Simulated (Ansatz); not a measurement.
**Ti2C under changes of volume**

One of the cells (13.194 Å³/atom); the others are scaled copies at fixed shape and fractional positions:

```
Ti C
1.0
     1.54070    0.88952    4.81377
    -1.54070    0.88952    4.81377
     0.00000   -1.77905    4.81377
Ti C
2 1
Direct
  0.75450 0.75450 0.75450
  0.24550 0.24550 0.24550
  0.50000 0.50000 0.50000
```

The cell comes from a database or a generator and needn't be the stable form of this composition.

```yaml
Program: Ansatz 0.2.0
Functional: PBEsol
Potentials_or_basis: all-electron LAPW, scalar-relativistic
Cutoff: 323 eV (chosen from the basis error)
Basis_error_allowed: 0.001 eV/atom
k_mesh: 10 × 10 × 10
Occupations: fermi-dirac, width 0.05 eV
Spin: no spin polarisation
```

| volume (Å³/atom) | energy over the lowest point (meV/atom) | pressure (GPa) | largest force (eV/Å) |
| --- | --- | --- | --- |
| 12.403 | 10.60 | 7.8 | 0.530 |
| 12.667 | ? | ? | ? |
| 12.931 | 0.00 | -0.9 | 0.033 |
| 13.194 | 4.75 | -4.7 | 0.187 |
| 13.458 | 15.35 | -8.0 | 0.391 |
| 13.722 | 31.22 | -11.1 | 0.580 |
| 13.986 | 51.83 | -13.8 | 0.754 |

What does the run at 12.667 Å³/atom give?

Energy over the lowest point 1.72 meV/atom; pressure 3.2 GPa; largest force 0.272 eV/Å.

Worked out: A Birch-Murnaghan fit of order 3 (a polynomial in V^(-2/3)) to the other rows has its minimum at 12.86 Å³/atom with B0 = V·E''(V) = 197 GPa and B' = 4.1 at fixed shape and positions, which overstates the stiffness. It gives 1.70 meV/atom at 12.667 Å³/atom, against the run's 1.72, and -dE/dV = 3.1 GPa, against 3.2.

Energies are extrapolated to zero smearing.
